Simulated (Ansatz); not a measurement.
# Sn (I4_1/amd) in Ansatz: relaxation of cell and atoms with PBEsol+D4

Aim: the relaxation of cell and atoms of Sn with PBEsol+D4.

Everything below comes from runs of Ansatz 0.2.0. Logs are shortened: lines on timing, memory, paths and dates and some standing lists are left out, and cuts for length are marked.

### Step 1. The undisturbed crystal

Symmetry: I4_1/amd, No. 141, tetragonal system. The conventional cell has a = 5.880 Å, b = 5.880 Å, c = 3.199 Å, α = 90.00°, β = 90.00°, γ = 90.00°. Around Sn (site symmetry -4m2) lie 6 Sn at 3.05 to 3.20 Å.

### Step 2. Relaxation of cell and atoms, PBEsol+D4 (cell strained at random at fixed volume)

run.py reads:

```python
import json

import ase.io
import numpy as np

import ansatz as az

atoms = ase.io.read("POSCAR", format="vasp")

calculation = (
    az.Crystal.from_ase(atoms)
    .calculation()
    .kpoints(7, 7, 5)
    .functional("pbesol", dispersion="d4")
    .pseudopotentials(kind="nc", accuracy="standard", xc_functional="pbesol")
    .occupations(method="gaussian", width=0.025)
    .relax(force_tolerance=0.01, max_steps=40, cell=True, stress_tolerance=0.05)
    .forces()
    .stress()
)
outcome = calculation.run(threads=2, events_out="events.jsonl")

report = outcome.report
for line in open("events.jsonl"):
    event = json.loads(line)
    if event["event"] == "scf_iter":
        d = event["data"]
        print(f"SCF {d['iter']:3d}  HF = {d['harris_foulkes_ev']:.6f} eV  dr2 = {d['dr2_ev']:.2e} eV")
    elif event["event"] in ("relax_step", "md_step"):
        d = event["data"]
        print(f"{event['event']} {d['step']:3d}  E = {d['lagrangian_ev']:.6f} eV")
np.set_printoptions(precision=5, suppress=True, linewidth=110)
print("converged:", report["converged"], "after", report["n_iterations"], "iterations")
print(f"free energy {report['free_energy_ev']:.6f} eV, Fermi level {report['fermi_energy_ev']:.4f} eV")
for key in ("band_edges_ev", "magnetization_mub", "site_moments_mub", "site_moments_nc_mub", "forces_ev_ang",
                "stress_gpa"):
    if report.get(key) is not None:
        print(key, np.array(report[key]), sep="\n")
```

POSCAR reads:

```
Sn
1.0
   -2.9592270000      2.8678960000      1.6970430000
    2.9232570000     -2.8504830000      1.5989050000
    2.9526150000      2.8438710000     -1.6650310000
Sn
2
Direct
    0.0000000000      0.0000000000      0.0000000000
    0.7500000000      0.2500000000      0.5000000000
```

Potentials or basis: PseudoDojo PBEsol.

Launch:

```
python run.py
```

Log:

```text
DeckWarning: basis.ecutwfc = 979.609905 eV, auto-derived from the records' recommended cutoffs: set by Sn (normal level)
PlacementWarning: RAYON_NUM_THREADS=2 ignored (pool sized by the plan → 2); use plan(threads=…)
SCF   1  HF = -4281.363907 eV  dr2 = 1.25e-01 eV
SCF   2  HF = -4281.340271 eV  dr2 = 4.83e-02 eV
SCF   3  HF = -4281.329372 eV  dr2 = 6.13e-04 eV
SCF   4  HF = -4281.329302 eV  dr2 = 5.99e-05 eV
SCF   5  HF = -4281.329252 eV  dr2 = 9.49e-07 eV
SCF   6  HF = -4281.329252 eV  dr2 = 1.29e-07 eV
SCF   7  HF = -4281.329252 eV  dr2 = 9.75e-09 eV
relax_step   1  E = -4281.329252 eV
SCF   1  HF = -4281.384550 eV  dr2 = 2.41e-03 eV
SCF   2  HF = -4281.384089 eV  dr2 = 9.83e-04 eV
SCF   3  HF = -4281.383854 eV  dr2 = 2.61e-05 eV
SCF   4  HF = -4281.383821 eV  dr2 = 2.35e-06 eV
SCF   5  HF = -4281.383820 eV  dr2 = 3.08e-07 eV
SCF   6  HF = -4281.383820 eV  dr2 = 2.58e-08 eV
relax_step   2  E = -4281.383820 eV
SCF   1  HF = -4281.392250 eV  dr2 = 6.96e-04 eV
SCF   2  HF = -4281.392054 eV  dr2 = 8.33e-05 eV
SCF   3  HF = -4281.391995 eV  dr2 = 1.91e-05 eV
SCF   4  HF = -4281.391990 eV  dr2 = 5.97e-07 eV
SCF   5  HF = -4281.391990 eV  dr2 = 1.89e-08 eV
relax_step   3  E = -4281.391990 eV
SCF   1  HF = -4281.392835 eV  dr2 = 6.23e-05 eV
SCF   2  HF = -4281.392818 eV  dr2 = 7.95e-06 eV
SCF   3  HF = -4281.392818 eV  dr2 = 2.06e-06 eV
SCF   4  HF = -4281.392817 eV  dr2 = 1.08e-07 eV
relax_step   4  E = -4281.392817 eV
SCF   1  HF = -4281.393005 eV  dr2 = 5.64e-06 eV
SCF   2  HF = -4281.393003 eV  dr2 = 6.54e-07 eV
SCF   3  HF = -4281.393003 eV  dr2 = 1.55e-07 eV
relax_step   5  E = -4281.393003 eV
SCF   1  HF = -4281.393059 eV  dr2 = 2.59e-06 eV
SCF   2  HF = -4281.393034 eV  dr2 = 3.68e-07 eV
SCF   3  HF = -4281.393034 eV  dr2 = 7.23e-08 eV
SCF   4  HF = -4281.393034 eV  dr2 = 4.73e-09 eV
SCF   5  HF = -4281.393034 eV  dr2 = 2.37e-10 eV
SCF   6  HF = -4281.393034 eV  dr2 = 3.16e-12 eV
relax_step   6  E = -4281.393034 eV
SCF   1  HF = -4281.392953 eV  dr2 = 1.17e-08 eV
SCF   2  HF = -4281.392925 eV  dr2 = 2.82e-09 eV
SCF   3  HF = -4281.392925 eV  dr2 = 2.70e-11 eV
SCF   4  HF = -4281.392925 eV  dr2 = 2.60e-12 eV
relax_step   7  E = -4281.392925 eV
converged: True after 4 iterations
free energy -4281.392925 eV, Fermi level 11.3389 eV
magnetization_mub
0.0
forces_ev_ang
[[-0.00074 -0.0006  -0.00479]
 [ 0.00074  0.0006   0.00479]]
stress_gpa
[[ 0.00297 -0.00066 -0.00593]
 [-0.00066  0.00248 -0.00588]
 [-0.00593 -0.00588  0.00087]]
```

engine_input.yaml:

```text
crystal:
  lattice:
    - [-2.959227, 2.867896, 1.697043]
    - [2.923257, -2.850483, 1.598905]
    - [2.952615, 2.843871, -1.665031]
  atoms:
    - { symbol: Sn, position: [0.0, 0.0, 0.0] }
    - { symbol: Sn, position: [0.75, 0.25000000000000006, 0.5] }
kpoints:
  mp_grid:
    grid: [7, 7, 5]
hamiltonian:
  xc: pbesol
  dispersion: d4
  pseudopotentials:
    kind: nc
    accuracy: standard
    xc_functional: pbesol
scf:
  occupations:
    method: gaussian
    width: 0.025
relax:
  f_tol: 0.01
  max_steps: 40
  cell:
    stress_tol: 0.05
output:
  forces: true
  stress: true
```

Run time: 58 s. Hardware: 2 threads of Arm Neoverse V1, shared host; peak memory 0.73 GiB.

What came out:

```
Free energy                            : -4281.3929 eV
Relaxed volume                         : 26.17 Å³/atom
Relaxed cell                           : a = 4.422 Å, b = 4.417 Å, c = 4.283 Å, α = 96.62°, β = 97.44°, γ = 138.23°
Space group after relaxing (to 0.05 Å) : P-1 (No. 2)
Energy gained by relaxing              : 31.8 meV/atom
Ionic steps                            : 7
Pressure after relaxing                : 0.0 GPa
Largest force after relaxing           : 0.005 eV/Å
```

Forces in eV/Å, atoms in the order of the input:
```
Sn  -0.001 -0.001 -0.005
Sn   0.001  0.001  0.005
```

Step by step:
```
step  energy change (eV)  largest force (eV/Å)  volume (Å³)
   1              0.0000                0.0873        55.30
   2             -0.0546                0.0254        51.59
   3             -0.0627                0.0040        52.00
   4             -0.0636                0.0111        52.50
   5             -0.0638                0.0060        52.35
   6             -0.0638                0.0049        52.34
   7             -0.0637                0.0049        52.34
```

Final structure:
```cif
data_structure
_symmetry_space_group_name_H-M 'P 1'
_symmetry_Int_Tables_number 1
_cell_length_a 4.4218
_cell_length_b 4.4171
_cell_length_c 4.2827
_cell_angle_alpha 96.617
_cell_angle_beta 97.437
_cell_angle_gamma 138.226
_cell_volume 52.34
loop_
_atom_site_label
_atom_site_type_symbol
_atom_site_fract_x
_atom_site_fract_y
_atom_site_fract_z
_atom_site_occupancy
Sn1 Sn 0.99164 0.99156 0.99984 1
Sn2 Sn 0.75836 0.25844 0.50016 1
```
